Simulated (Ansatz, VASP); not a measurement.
# One calculation of Mg, two programs

```xyz
3
Lattice="4.3631 0.0000 0.0000 0.0000 4.3631 0.0000 0.0000 0.0000 4.3631" Properties=species:S:1:pos:R:3 pbc="T T T"
Mg    0.0000    2.1815    2.1815
Mg    2.1815    0.0000    2.1815
Mg    2.1815    2.1815    0.0000
```

Alike in both runs: task relaxation of cell and atoms; functional PBE; k mesh 10 × 10 × 10; occupations gaussian, width 0.1 eV; no spin polarisation.

```csv
,VASP,Ansatz
version,VASP 6.6.1,Ansatz 0.2.0
potentials or method,"VASP PAW PBE potentials, release 64 (Mg)","scalar-relativistic, plane waves, PAW"
plane-wave cutoff (eV),600,420
valence electrons in the cell,6,30
```

VASP gave:

* gap on the k mesh at the Fermi level, each at its own relaxed structure (eV): none
* relaxed volume (Å³/atom): 28.15
* relaxed cell length with the largest relative difference (Å): 4.387

Problem. Estimate Ansatz's values.

Solution. gap on the k mesh at the Fermi level, each at its own relaxed structure (eV): none; relaxed volume (Å³/atom): 28.21; relaxed cell length with the largest relative difference (Å): 4.390.

A gap of «none» marks a metal or a gap that the smearing closes. The two sets of potentials don't hold the same shells in valence.

Caveats: the bands computed are all filled at some k points, so no gap is given.
